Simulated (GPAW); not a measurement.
# GaAs (F-43m) in GPAW: a series of runs, part 2 of 3

GPAW 26.7.0.

## Step 5: Equation of state, PBE+D4

run.py

```python
from ase.calculators.mixing import SumCalculator
from ase.eos import EquationOfState
from ase.io import Trajectory, read
from ase.units import GPa
from dftd4.ase import DFTD4
from gpaw import GPAW, PW

atoms = read('POSCAR')

traj = Trajectory('eos.traj', 'w')
volumes, energies = [], []
for x in [0.94, 0.96, 0.98, 1.0, 1.02, 1.04, 1.06]:
    a = atoms.copy()
    a.set_cell(atoms.cell * x**(1 / 3), scale_atoms=True)
    calc = GPAW(mode=PW(600),
                xc='PBE',
                kpts={'size': (8, 8, 8), 'gamma': True},
                occupations={'name': 'fermi-dirac', 'width': 0.05},
                nbands=11,
                convergence={'density': 1e-05, 'energy': 1e-05},
                maxiter=150,
                txt=f'eos-{x:.2f}.txt')
    a.calc = SumCalculator([calc, DFTD4(method='pbe')])
    energies.append(a.get_potential_energy())
    volumes.append(a.get_volume())
    p = -a.get_stress()[:3].mean() / GPa
    calc.write(f'eos-{x:.2f}.gpw')
    traj.write(a)
    print(f'{x:.2f} {volumes[-1]:10.4f} A^3 {energies[-1]:14.6f} eV {p:9.3f} GPa', flush=True)

v0, e0, B = EquationOfState(volumes, energies, eos='birchmurnaghan').fit()
print(f'V0 = {v0:.4f} A^3, E0 = {e0:.6f} eV, B0 = {B / GPa:.2f} GPa')
```

POSCAR

```
GaAs
1.0
    0.0000000000      2.8268500000      2.8268500000
    2.8268500000      0.0000000000      2.8268500000
    2.8268500000      2.8268500000      0.0000000000
As Ga
1 1
Direct
    0.7500000000      0.7500000000      0.7500000000
    0.0000000000      0.0000000000      0.0000000000
```

Potentials or basis: GPAW PAW data sets (gpaw-data 1.2.1), pw.

Command:

```sh
OMP_NUM_THREADS=1 python run.py
```

What it wrote:

```text
__  _  _
 | _ |_)|_||  |
 |__||  | ||/\| - 26.7.0

Input parameters:
  mode=PW(ecut=600.0),
  convergence={'density': 1e-05, 'energy': 1e-05},
  kpts=MonkhorstPack(size=(8, 8, 8), gamma=True),
  maxiter=150,
  nbands=11,
  occupations=Occupations(name='fermi-dirac', width=0.05),
  xc=XC(name='PBE')

Diagonalizing LCAO Hamiltonian
Converting LCAO to pw mode

                    As

       Ga

Atoms  # Å, Bohr magnetons
|   | symbol |        x |        y |        z |    initial magnetic moments |
|---|--------|----------|----------|----------|-----------------------------|
| 0 |     As | 4.153714 | 4.153714 | 4.153714 | ( 0.0000,  0.0000,  0.0000) |
| 1 |     Ga | 0.000000 | 0.000000 | 0.000000 | ( 0.0000,  0.0000,  0.0000) |

Unit cell  # Å
| periodic |        x |        y |        z |  lengths |    angles |
|----------|----------|----------|----------|----------|-----------|
|      yes | 0.000000 | 2.769143 | 2.769143 | 3.916160 | 60.000000 |
|      yes | 2.769143 | 0.000000 | 2.769143 | 3.916160 | 60.000000 |
|      yes | 2.769143 | 2.769143 | 0.000000 | 3.916160 | 60.000000 |

Number of symmetries: 24
Symmetry operations  # r_c * U_cc + t_c -> r_c
|    | kind |            matrix            |
|----|------|------------------------------|
|  0 |  E   |  1, 0, 0,  0, 1, 0,  0, 0, 1 |
|  1 |  σ   |  1, 0, 0,  0, 0, 1,  0, 1, 0 |
|  2 |  σ   |  1, 0,-1,  0, 1,-1,  0, 0,-1 |
|  3 |  C3  |  1, 0,-1,  0, 0,-1,  0, 1,-1 |
|  4 |  C3  |  1,-1, 0,  0,-1, 1,  0,-1, 0 |
|  5 |  σ   |  1,-1, 0,  0,-1, 0,  0,-1, 1 |
|  6 |  σ   |  0, 1, 0,  1, 0, 0,  0, 0, 1 |
|  7 |  C3  |  0, 1, 0,  0, 0, 1,  1, 0, 0 |
|  8 |  C2  |  0, 1,-1,  1, 0,-1,  0, 0,-1 |
|  9 |  S4  |  0, 1,-1,  0, 0,-1,  1, 0,-1 |
| 10 |  C3  |  0, 0, 1,  1, 0, 0,  0, 1, 0 |
| 11 |  σ   |  0, 0, 1,  0, 1, 0,  1, 0, 0 |
| 12 |  S4  |  0, 0,-1,  1, 0,-1,  0, 1,-1 |
| 13 |  C3  |  0, 0,-1,  0, 1,-1,  1, 0,-1 |
| 14 |  S4  |  0,-1, 1,  1,-1, 0,  0,-1, 0 |
| 15 |  C2  |  0,-1, 1,  0,-1, 0,  1,-1, 0 |
| 16 |  C3  |  0,-1, 0,  1,-1, 0,  0,-1, 1 |
| 17 |  S4  |  0,-1, 0,  0,-1, 1,  1,-1, 0 |
| 18 |  S4  | -1, 1, 0, -1, 0, 1, -1, 0, 0 |
| 19 |  C3  | -1, 1, 0, -1, 0, 0, -1, 0, 1 |
| 20 |  C3  | -1, 0, 1, -1, 1, 0, -1, 0, 0 |
| 21 |  S4  | -1, 0, 1, -1, 0, 0, -1, 1, 0 |
| 22 |  σ   | -1, 0, 0, -1, 1, 0, -1, 0, 1 |
| 23 |  C2  | -1, 0, 0, -1, 0, 1, -1, 1, 0 |

BZ-sampling:
  Number of BZ points: 512
  Number of IBZ points: 29

  Monkhorst-Pack size: [8, 8, 8]
  Monkhorst-Pack shift: [0.0625, 0.0625, 0.0625]

K-points  # in reciprocal-cell coordinates
|     |                                coordinates |     weight |
[... 68 lines left out ...]
    compensation charges:
      type: gauss
      rc: 0.37  # [Å]
      lmax: 2
    cutoffs:
      filter: 2.06  # [Å]
      core: 4.17  # [Å]
    projectors
    | kind |    occ | energy [eV] | rcut [Å] |
    |------|--------|-------------|----------|
    |   4s |  2.000 |      -8.945 |    1.164 |
    |   4p |  1.000 |      -2.580 |    1.164 |
    |    s |        |      18.266 |    1.164 |
    |    p |        |      24.631 |    1.164 |
    |    d |        |       0.000 |    1.164 |

    Using partial waves for Ga as LCAO basis

Reference energy: -114387.645129  # eV

eigensolver:
  PPCG
  Converge bands: occupied
  niter=2

density mixing:
  MSR1-Mixer
  Pratt-step length: 0.05
  Maximum mixing coefficient: 0.75
  Old densities: 10
  SVD Regularization: 0.005
  Good broyden scale: 1.0
  Trust region scale: 1.0
  Backstep threshold: 4.0
  History deletion threshold: 6.0
  Fourier metric: weight=20.0, sigma=0.015

occupation numbers:
  Fermi-Dirac:
    width: 0.0500  # eV

poisson solver:
  ecut: 4800.0  # eV

xc functional:
  name: PBE with 2 nearest neighbor stencil

convergence criteria:
- Maximum integral of absolute [dens]ity change: 1e-05 electrons / valence electron
- Maximum [total energy] change in last 3 cyles: 1e-05 eV / valence electron
- Maximum integral of absolute [eigenst]ate change: 4e-08 eV^2 / valence electron
maximum number of iterations: 150

SCF iterations
|iter     | |      energy | eigst |  dens |
|---------|-|-------------|-------|-------|
|iter:   1| |   -8.203549 | -0.62 |       |
|iter:   2| |   -8.185466 | -3.03 | -0.89 |
|iter:   3| |   -8.106243 | -2.15 | -0.92 |
|iter:   4| |   -8.108431 | -3.64 | -1.52 |
|iter:   5| |   -8.108814 | -4.64 | -2.04 |
|iter:   6| |   -8.108832 | -5.97 | -2.78 |
|iter:   7| |   -8.108832c| -7.48c| -3.54 |
|iter:   8| |   -8.108832c| -8.53c| -4.05 |
|iter:   9| |   -8.108832c| -9.31c| -5.45c|

Converged in 9 steps
Energy contributions relative to reference atoms: (reference = -114387.645129)

Energy contributions:
  Kinetic:          35.945509
  Coulomb:         -31.395831
  Zero:              0.021589
  External:          0.000000
  Xc:              -12.680099
  Entropy:          -0.000000
  Spinorbit:         0.000000
  ----------------------------
  Free energy:      -8.108832
  Extrapolated:     -8.108832

dipole moment: (-10.585791, -10.585791, -10.585791)  # |e|*Ang

Fermi level: 6.147
Eigenvalues  # (at kpt = [0.000, 0.000, 0.000])
| band index |      eig [eV] | occ [0-2] |
|------------|---------------|-----------|
|          0 |        -7.572 |     2.000 |
|          1 |         5.588 |     2.000 |
|          2 |         5.588 |     2.000 |
|          3 |         5.588 |     2.000 |
|          4 |         6.659 |     0.000 |
|          5 |         9.379 |     0.000 |
|          6 |         9.379 |     0.000 |
|          7 |         9.379 |     0.000 |
|          8 |        13.450 |     0.000 |
|          9 |        15.825 |     0.000 |
|         10 |        15.825 |     0.000 |

Gap: 1.071 eV
Transition (v -> c):
  (s=0, k=0, n=3, [0.00, 0.00, 0.00]) -> (s=0, k=0, n=4, [0.00, 0.00, 0.00])
No difference between direct/indirect transitions

Stress tensor  # eV/Ang^3
|         x |         y |         z |
|-----------|-----------|-----------|
| -0.063681 | -0.000000 |  0.000000 |
| -0.000000 | -0.063681 |  0.000000 |
|  0.000000 |  0.000000 | -0.063681 |

# Writing to eos-0.94.gpw (mode='')
```

stdout:

```text
0.94    42.4684 A^3      -9.001620 eV     6.879 GPa
0.96    43.3720 A^3      -9.034539 eV     4.818 GPa
0.98    44.2756 A^3      -9.056453 eV     2.976 GPa
1.00    45.1792 A^3      -9.068580 eV     1.328 GPa
1.02    46.0828 A^3      -9.071859 eV    -0.142 GPa
1.04    46.9863 A^3      -9.067317 eV    -1.450 GPa
1.06    47.8899 A^3      -9.055748 eV    -2.602 GPa
V0 = 45.9952 A^3, E0 = -9.071906 eV, B0 = 71.61 GPa
```

Run time: 45 s. Hardware: 1 thread of Intel Xeon Platinum 8559C (Emerald Rapids), shared host; peak memory 0.2 GiB.

What came out:

```
Equilibrium volume                      : 23.00 Å³/atom
Bulk modulus                            : 71 GPa
Pressure derivative of the bulk modulus : 4.8
```

Energy against volume, from the lowest point:
| volume (Å³/atom) | energy (meV/atom) |
| --- | --- |
| 21.234 | 35.13 |
| 21.686 | 18.67 |
| 22.138 | 7.71 |
| 22.590 | 1.65 |
| 23.041 | 0.00 |
| 23.493 | 2.25 |
| 23.945 | 7.98 |

(Continued in part 3 of 3.)
